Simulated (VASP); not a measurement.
A run of VASP 6.6.1:

INCAR

```
SYSTEM = Tl
PREC = Accurate
ENCUT = 520
EDIFF = 1E-6
ISMEAR = 0
SIGMA = 0.1
LREAL = .False.
LASPH = .True.
NELM = 100
ALGO = Normal
ISIF = 2
LWAVE = .False.
LCHARG = .True.
GGA = PE
LELF = .True.
LVHAR = .True.
ISYM = 0
NBANDS = 20
```

Contents of KPOINTS:

```
Automatic mesh
0
Gamma
  5 3 4
  0 0 0
```

POSCAR

```
Tl
1.0
    3.4559983565      0.0000000000      0.0000000000
   -1.7279991783      2.9929823722      0.0000000000
    0.0000000000      0.0000000000      5.5250000000
Tl
2
Direct
    0.3333333333      0.6666666667      0.2500000000
    0.6666666667      0.3333333333      0.7500000000
```

Potentials or basis: VASP PAW PBE potentials, release 64 (Tl_d).

Command:

```bash
$ cat potpaw_PBE.64/Tl_d/POTCAR > POTCAR
$ mpirun -np 1 vasp_std > vasp.out
```

Hardware: 1 thread of Intel(R) Xeon(R) Platinum 8488C (Sapphire Rapids), on a shared host.

Q: How long does it take, and how much memory?

A: Wall time 19 s on 1 thread of Intel(R) Xeon(R) Platinum 8488C (Sapphire Rapids), with other jobs on the host, peak memory 0.18 GiB. Counts: scf iterations 11, k points 31.
